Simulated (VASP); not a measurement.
Here is a VASP 6.6.1 calculation.

INCAR

```
SYSTEM = BN
ALGO = Fast ; DIPOL = 0.5 0.5 0.500
EDIFF = 1E-7 ; ENCUT = 520
GGA = PE ; IDIPOL = 3
ISIF = 2 ; ISMEAR = 0
IVDW = 12 ; LASPH = .TRUE.
LCHARG = .TRUE. ; LDIPOL = .TRUE.
LELF = .TRUE. ; LREAL = .FALSE.
LVACPOTAV = .TRUE. ; LVHAR = .TRUE.
LWAVE = .FALSE. ; NBANDS = 11
NELM = 100 ; PREC = Accurate
SIGMA = 0.02
```

Contents of KPOINTS:

```
k-points
0
G
  10 10 1
  0 0 0
```

Contents of POSCAR:

```
BN
1.0
    2.5589292950      0.0014657255      0.0000000000
    1.2781801911      2.2168393456      0.0000000000
    0.0000000000      0.0000000000     26.0000000000
B N
1 1
Direct
    0.4999824916      0.4999824916      0.5000000000
    0.8333175184      0.8333175184      0.5000000000
```

Potentials or basis: VASP PAW PBE potentials, release 64 (B, N).

Launch:

```sh
$ cat potpaw_PBE.64/B/POTCAR potpaw_PBE.64/N/POTCAR > POTCAR
$ mpirun -np 1 vasp_std > vasp.out
```

Q: What does it give for the band gap on the k mesh?

A: 4.83 eV, direct.

Q: Predict the ionisation potential of the upper face.

A: 6.06 eV.

Q: Predict the dispersion energy per atom.

A: -0.074 eV.
